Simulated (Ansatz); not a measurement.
# Al: other elements on the same sites

One table from this session's results is given with a row withheld; the runs are named, their logs left out.

Program: Ansatz 0.2.0. Level of theory: DFT PBEsol, scalar-relativistic, plane waves, PAW. These are calculated values, not measurements.

1 further run of the same task is left out (set aside as unsound or not needed).

## The system as given

Symmetry: Fm-3m, No. 225, cubic system. The conventional cell has a = 4.015 Å, b = 4.015 Å, c = 4.015 Å, α = 90.00°, β = 90.00°, γ = 90.00°. Around Al (site symmetry m-3m) lie 12 Al at 2.84 Å.

Coordinates:

```cif
data_structure
_symmetry_space_group_name_H-M 'Fm-3m'
_symmetry_Int_Tables_number 225
_cell_length_a 4.0154
_cell_length_b 4.0154
_cell_length_c 4.0154
_cell_angle_alpha 90.000
_cell_angle_beta 90.000
_cell_angle_gamma 90.000
_cell_volume 64.74
loop_
_atom_site_label
_atom_site_type_symbol
_atom_site_symmetry_multiplicity
_atom_site_Wyckoff_symbol
_atom_site_fract_x
_atom_site_fract_y
_atom_site_fract_z
_atom_site_occupancy
Al1 Al 4 a 0.00000 0.00000 0.00000 1
```

It goes back to an entry of the Materials Project.

It is the result of an earlier relaxation at this level (volume 16.19 Å³/atom; gap on the mesh: none (metal)).

Set-up of the first run:

input.yaml reads:

```yaml
crystal:
  lattice:
    - [0.0, 2.2033871506, 2.2033871506]
    - [2.2033871506, 0.0, 2.2033871506]
    - [2.2033871506, 2.2033871506, 0.0]
  atoms:
    - { symbol: Sb, position: [0.0, 0.0, 0.0] }
basis:
  ecutwfc: 420
kpoints:
  mp_grid: { grid: [8, 8, 8] }
hamiltonian:
  xc: pbesol
scf:
  occupations: { method: gaussian, width: 0.1 }
output:
  forces: true
  stress: true
  eigenvalues: true
```

Command:

```bash
$ ansatz run input.yaml --threads 1 --pin off --max-ram 2560MiB --backend cpu --events-out ev --progress --plain --runs-dir out
```

Among the steps run: Quick check of gap, pressure and forces (Sb); A loose first relaxation (Sb); Relaxing cell and atoms (Sb); Probe: one point at the start (Bi); A loose first relaxation (Bi); The relaxation (Bi); A first look at the start (Sc); A loose first relaxation (Sc); Relaxing cell and atoms (Sc).

One of the session's tables, all rows but one given; the rest of the session is left out.

Lengths are those of the vectors of the cell that was run:

```
   swap  volume (Å³/atom)  a (Å)  b (Å)  c (Å)
   none             16.19  2.839  2.839  2.839
Al → Ga             17.80  2.931  2.931  2.931
Al → Tl             28.33  3.422  3.422  3.422
Al → In             25.62  3.309  3.309  3.309
Al → Sb                 ?      ?      ?      ?
Al → Bi             30.29  3.499  3.499  3.499
Al → Sc             23.55  3.217  3.217  3.217
```

**Question.** Estimate the row for Al → Sb.

The run gave: volume (Å³/atom): 26.18; a (Å): 3.333; b (Å): 3.333; c (Å): 3.333. In the column «volume (Å³/atom)» it lies between Al → In (25.62) and Al → Tl (28.33).

Lengths are those of the computed cell. Rows of earlier swaps come from the sessions before.
